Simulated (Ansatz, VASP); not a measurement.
## C in VASP and in Ansatz

INCAR

```
PREC = Accurate ; ENCUT = 520
EDIFF = 1E-7 ; ISMEAR = 0
SIGMA = 0.1 ; LREAL = F
LASPH = T ; NELM = 100
ALGO = Normal ; ISIF = 2
LWAVE = F ; LCHARG = T
LDIPOL = T ; IDIPOL = 3
DIPOL = 0.5 0.5 0.360 ; GGA = PE
IVDW = 12 ; LELF = T
LVHAR = T ; LVACPOTAV = T
NBANDS = 16
```

Contents of KPOINTS:

```
regular mesh
0
Gamma
  15 15 1
```

File POSCAR:

```
C
1.0
    2.4656524409      0.0000000000      0.0000000000
   -1.2328262205      2.1353176508      0.0000000000
    0.0000000000      0.0000000000     17.5000663883
C
4
Direct
    0.6666666667      0.3333333333      0.2571437784
    0.3333333333      0.6666666667      0.2571418816
    0.6666666667      0.8333333333      0.4634306070
    1.0000000000      0.5000000000      0.4634287102
```

Input for Ansatz:

```yaml
crystal:
  lattice:
    - [2.4656524409, 0.0, 0.0]
    - [-1.2328262205, 2.1353176508, 0.0]
    - [0.0, 0.0, 17.5000663883]
  atoms:
    - { symbol: C, position: [0.6666666667, 0.3333333333, 0.2571437784] }
    - { symbol: C, position: [0.3333333333, 0.6666666667, 0.2571418816] }
    - { symbol: C, position: [0.6666666667, 0.8333333333, 0.463430607] }
    - { symbol: C, position: [1.0, 0.5, 0.4634287102] }
basis:
  ecutwfc: 420
kpoints:
  mp_grid: { grid: [15, 15, 1] }
hamiltonian:
  xc: pbe
  pseudopotentials: { kind: paw, azcp: { folder: soft_1 } }
  dispersion: d3bj
scf:
  occupations: { method: gaussian, width: 0.1 }
output:
  forces: true
  eigenvalues: true
efield:
  axis: 3
  dipole_correction: true
  ramp_width: 0.04
```

Alike in both runs: task single point; functional PBE; dispersion D3(BJ); k mesh 15 × 15 × 1; occupations gaussian, width 0.1 eV; no spin polarisation.

```csv
,VASP,Ansatz
version,VASP 6.6.1,Ansatz 0.2.0
potentials or method,"VASP PAW PBE potentials, release 64 (C)","scalar-relativistic, plane waves, PAW"
plane-wave cutoff (eV),520,420
valence electrons in the cell,16,16
```

```csv
,VASP,Ansatz,Ansatz less VASP
gap on the k mesh at the Fermi level (eV),0.29,0.29,0.000
least direct gap on the mesh (eV),0.29,0.29,0.000
rms of the force components (eV/Å),0.009,0.009,0.0000
```

Atom by atom the forces differ by 0.000 eV/Å (rms over components).
